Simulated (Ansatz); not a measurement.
Rb (Cmcm) under several functionals

Plane-wave DFT in Ansatz with scalar-relativistic PAW potentials. The same structure was relaxed (cell and atoms, symmetry kept) in separate runs at each level. No spin polarisation.

| level | cutoff (eV) | k mesh | V (Å³/atom) | a (Å) | b (Å) | c (Å) | B0 (GPa) |
| --- | --- | --- | --- | --- | --- | --- | --- |
| PBE+D3(BJ) | 420 | 8×10×4 | 87.283 | 4.640 | 15.666 | 4.803 | – |
| PBEsol | 420 | 8×10×4 | 88.601 | 4.681 | 15.702 | 4.822 | 3 |
| PBE | 420 | 8×10×4 | 94.222 | 4.783 | 16.024 | 4.918 | – |

Question: Where does r2SCAN (500 eV, k mesh 8×10×4) fall?

Answer: V (Å³/atom) 96.222, a (Å) 4.747, b (Å) 16.275, c (Å) 4.982. Its volume is the largest of the set. The usual order of volumes, PBEsol < PBE, holds here (88.601, 94.222 Å³/atom). As a rule PBEsol, built on the gradient expansion of slowly varying densities, lies between LDA and PBE; PBE's stronger gradient term for exchange weakens bonds. Adding D3 to PBE changes the volume by -7.4 %; the term is attractive, so it pulls cells in. In metals the pairwise form ignores screening by the conduction electrons, so it can pull in too far. r2SCAN lies 2.1 % over PBE in volume.

This form isn't the element's structure at ambient conditions.